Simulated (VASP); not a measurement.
# CO in VASP: relaxation of the atoms with optB86b-vdW

Aim: the relaxation of the atoms of CO with optB86b-vdW.

All numbers are computed with VASP 6.6.1; they aren't measurements. Logs are shortened: lines on timing, memory, paths and dates and some standing lists are left out, and cuts for length are marked.

## 1. Starting point

The cell holds a molecule in a box, 2 atoms: a = 11.466 Å, b = 11.966 Å, c = 12.466 Å, α = 90.00°, β = 90.00°, γ = 90.00°.

## 2. Relaxation of the atoms, optB86b-vdW

Input file INCAR:

```
PREC = Accurate
ENCUT = 400
EDIFF = 1E-6
ISMEAR = 0
SIGMA = 0.01
LREAL = False
LASPH = True
NELM = 60
ALGO = Fast
ISIF = 2
LWAVE = False
LCHARG = False
GGA = MK
LUSE_VDW = True
AGGAC = 0.0
PARAM1 = 0.1234
PARAM2 = 1.0
IBRION = 2
NSW = 120
EDIFFG = -0.03
ISYM = 0
```

Input file KPOINTS:

```
Automatic mesh
0
Gamma
  1 1 1
```

Input file POSCAR:

```
CO
1.0
   11.4664208122      0.0000000000      0.0000000000
    0.0000000000     11.9664208122      0.0000000000
    0.0000000000      0.0000000000     12.4664208122
C O
1 1
Selective dynamics
Direct
    0.5219830803      0.5161969978      0.4612390426  F F F
    0.4780169197      0.4921597198      0.5387609574  T T T
```

Potentials or basis: VASP PAW PBE potentials, release 64 (C, O).

Run with:

```sh
$ cat potpaw_PBE.64/C/POTCAR potpaw_PBE.64/O/POTCAR > POTCAR
$ mpirun -np 1 vasp_gam > vasp.out
```

OUTCAR:

```text
PREC = Accurate
   ENCUT = 400
   EDIFF = 1E-6
   ISMEAR = 0
   LREAL = False
   LASPH = True
   NELM = 60
   ISIF = 2
   GGA = MK
   IBRION = 2
   NSW = 120
   EDIFFG = -0.03
   ISYM = 0

 ion  position               nearest neighbor table
   1  0.522  0.516  0.461-   2 1.13
   2  0.478  0.492  0.539-   1 1.13

IMPORTANT INFORMATION: All symmetrisations will be switched off!
NOSYMM: (Re-)initialisation of all symmetry stuff for point group C_1.

----------------------------------------------------------------------------------------

                                     Primitive cell

  volume of cell :    1710.5427

  direct lattice vectors                    reciprocal lattice vectors
    11.466420812  0.000000000  0.000000000     0.087211172  0.000000000  0.000000000
     0.000000000 11.966420812  0.000000000     0.000000000  0.083567176  0.000000000
     0.000000000  0.000000000 12.466420812     0.000000000  0.000000000  0.080215486

  length of vectors
    11.466420812 11.966420812 12.466420812     0.087211172  0.083567176  0.080215486

  position of ions in fractional coordinates (direct lattice)
     0.521983080  0.516196998  0.461239043
     0.478016920  0.492159720  0.538760957

  ion indices of the primitive-cell ions
   primitive index   ion index
                 1           1
                 2           2

----------------------------------------------------------------------------------------

 KPOINTS: Automatic mesh

Automatic generation of k-mesh.
 Grid dimensions read from file:
 generate k-points for:    1    1    1

 Generating k-lattice:

  Cartesian coordinates                     Fractional coordinates (reciprocal lattice)
     0.087211172  0.000000000  0.000000000     1.000000000  0.000000000  0.000000000
     0.000000000  0.083567176  0.000000000     0.000000000  1.000000000  0.000000000
     0.000000000  0.000000000  0.080215486     0.000000000  0.000000000  1.000000000

  Length of vectors
     0.087211172  0.083567176  0.080215486

  Shift w.r.t. Gamma in fractional coordinates (k-lattice)
     0.000000000  0.000000000  0.000000000

 Subroutine IBZKPT returns following result:
 ===========================================

 Found      1 irreducible k-points:

 Following reciprocal coordinates:
            Coordinates               Weight
  0.000000  0.000000  0.000000      1.000000
   k-points           NKPTS =      1   k-points in BZ     NKDIM =      1   number of bands    NBANDS=      9
   number of dos      NEDOS =    301   number of ions     NIONS =      2
   total plane-waves  NPLWV = 537600
   dimension x,y,z NGX =    80 NGY =   80 NGZ =   84
   dimension x,y,z NGXF=   160 NGYF=  160 NGZF=  168
   ions per type =               1   1
   NGX,Y,Z   is equivalent  to a cutoff of  11.60, 11.11, 11.20 a.u.
   NGXF,Y,Z  is equivalent  to a cutoff of  23.20, 22.23, 22.40 a.u.
 SYSTEM =  unknown system
   PREC   = accura    normal or accurate (medium, high low for compatibility)
   ISTART =      0    job   : 0-new  1-cont  2-samecut
   ICHARG =      2    charge: 1-file 2-atom 10-const
   ISPIN  =      1    spin polarized calculation?
   LNONCOLLINEAR =      F non collinear calculations
   LSORBIT =      F    spin-orbit coupling
   LASPH  =      T    aspherical Exc in radial PAW
   ENCUT  =  400.0 eV  29.40 Ry    5.42 a.u.  18.70 19.51 20.33*2*pi/ulx,y,z
   NELM   =     60;   NELMIN=  2; NELMDL= -5     # of ELM steps
   EDIFF  = 0.1E-05   stopping-criterion for ELM
   LREAL  =      F    real-space projection
   EDIFFG = -.3E-01   stopping-criterion for IOM
   NSW    =    120    number of steps for IOM
   IBRION =      2    ionic relax: 0-MD 1-quasi-New 2-CG
   NFREE  =      1    steps in history (QN), initial steepest desc. (CG)
   ISIF   =      2    stress and relaxation
   ISYM   =      0    0-nonsym 1-usesym 2-fastsym
   POTIM  = 0.5000    time-step for ionic-motion
   TEBEG  =    0.0;   TEEND  =   0.0 temperature during run
   PSTRESS=    0.0 pullay stress
   NELECT =      10.0000    total number of electrons
   NUPDOWN=      -1.0000    fix difference up-down
   EMIN   =  10.00;   EMAX   =-10.00  energy-range for DOS
   EFERMI =   0.00;   METHOD = LEGACY
   ISMEAR =     0;   SIGMA  =   0.01  broadening in eV -4-tet -1-fermi 0-gaus
   EFERMI_NEDOS =   21; number of points for ismear=-14 and -15
   IALGO  =     68    algorithm
   IMIX   =      4    mixing-type and parameters
     AMIX     =   0.40;   BMIX     =  1.00
     AMIX_MAG =   1.60;   BMIX_MAG =  1.00
  volume/ion in A,a.u.               =     855.27      5771.66
  Fermi-wavevector in a.u.,A,eV,Ry     =   0.294915  0.557309  1.183365  0.086975
  Thomas-Fermi vector in A             =   1.157983
   LORBIT       =      0    0 simple, 1 ext, 2 COOP (PROOUT), +10 PAW based schemes
   GGA     = MK    functional components
   LHFCALC =     F    Hartree Fock is set to
   AEXX    =    0.0000 exact exchange contribution
   IVDW_NL    =     1    kernel type
   BPARAM     = 6.3000
   IVDW    =     0    specifies the selected vdW correction
   LEPSILON=     F    determine dielectric tensor
   LRPA    =     F    only Hartree local field effects (RPA)
 conjugate gradient relaxation of ions
 non-spin polarized calculation
 RMM-DIIS sequential band-by-band and
 Gauss-broadening in eV      SIGMA  =   0.01
  energy-cutoff  :      400.00
  volume of cell :     1710.54
 maximum number of plane-waves:     15554
 NGX is ok and might be reduce to    80
   NGX = 37   NGY = 39   NGZ = 41

--------------------------------------- Ionic step        1  -------------------------------------------

 number of electron      10.0000004 magnetization

 Free energy of the ion-electron system (eV)
  ---------------------------------------------------
  ext. energy  EPLUGINS =         0.00000000
  ---------------------------------------------------
  free energy    TOTEN  =       -11.84777148 eV

  energy without entropy =      -11.84777148  energy(sigma->0) =      -11.84777148

------------------------ aborting loop because EDIFF is reached ----------------------------------------

  FORCE on cell =-STRESS in cart. coord.  units (eV):
  Direction    XX          YY          ZZ          XY          YZ          ZX
  --------------------------------------------------------------------------------------
  -------------------------------------------------------------------------------------
  Total       -0.3995345     -0.6937336      0.7139456      0.2389385     -0.4563714     -0.8012182
  in kB       -0.3742234     -0.6497846      0.6687160      0.2238014     -0.4274596     -0.7504599
  external PRESSURE =      -0.1184306 kB  Pullay stress =       0.0000000 kB
[... 63 lines left out ...]
--------------------------------------- Ionic step        3  -------------------------------------------

 number of electron      10.0000001 magnetization

 Free energy of the ion-electron system (eV)
  ---------------------------------------------------
  ext. energy  EPLUGINS =         0.00000000
  ---------------------------------------------------
  free energy    TOTEN  =       -11.86145452 eV

  energy without entropy =      -11.86145452  energy(sigma->0) =      -11.86145452

 E-fermi :  -8.9331     XC(G=0):  -0.6244

 val. band max:       -9.0442663579   @ k =   0.0000   0.0000   0.0000
 cond. band min:      -2.1126998135   @ k =   0.0000   0.0000   0.0000
 fundamental gap:      6.9315665444
 Fermi energy:        -8.9331431594

 k-point     1 :       0.0000    0.0000    0.0000
  band No.  band energies     occupation
      1     -29.1799      2.00000
      2     -13.9891      2.00000
      3     -11.7037      2.00000
      4     -11.7035      2.00000
      5      -9.0443      2.00000
      6      -2.1127      0.00000
      7      -2.1123      0.00000
      8      -0.4621      0.00000
      9       0.4098      0.00000
[... 31 lines left out ...]
  energy  without entropy=      -11.8614545227  energy(sigma->0) =      -11.86145452

Total vdW correction in eV:      2.6193506

 reached required accuracy - stopping structural energy minimisation
```

CONTCAR:

```text
CO
   1.00000000000000
    11.4664208122000009    0.0000000000000000    0.0000000000000000
     0.0000000000000000   11.9664208122000009    0.0000000000000000
     0.0000000000000000    0.0000000000000000   12.4664208122000009
  C               O
     1     1
Selective dynamics
Direct
     0.5219830802999965    0.5161969978000016    0.4612390425999990   F   F   F
     0.4774136409100254    0.4918329455540013    0.5398232832773591   T   T   T

  0.00000000E+00  0.00000000E+00  0.00000000E+00
  0.00000000E+00  0.00000000E+00  0.00000000E+00
```

Run time: 33 min. Hardware: 1 thread of Intel Xeon 6975P-C (Granite Rapids), shared host; peak memory 3.3 GiB.

What came out:

```
Free energy                     : -11.8615 eV
Energy gained by relaxing       : 6.8 meV/atom
Ionic steps                     : 3
Gap between the frontier levels : 6.93 eV
```

The path:
```
step  energy change (eV)  largest force (eV/Å)  pressure (GPa)
   1              0.0000                1.8299           -0.01
   2              0.2418                6.4119           -0.32
   3             -0.0137                0.0235           -0.08
```

Final structure:
```yaml
crystal:
  lattice:
    - [11.46642, 0.00000, 0.00000]
    - [0.00000, 11.96642, 0.00000]
    - [0.00000, 0.00000, 12.46642]
  atoms:
    - { symbol: C, position: [0.52198, 0.51620, 0.46124] }
    - { symbol: O, position: [0.47741, 0.49183, 0.53982] }
```

Caveat: the cutoff is under 1.25 times the usual one of these potentials, so pressure, stress and relaxed cells hold a basis-set (Pulay) error; the standard files for N, O and F lose accuracy on very short bonds; the PAW data sets were made with another functional, which shifts forces and pressure a little.
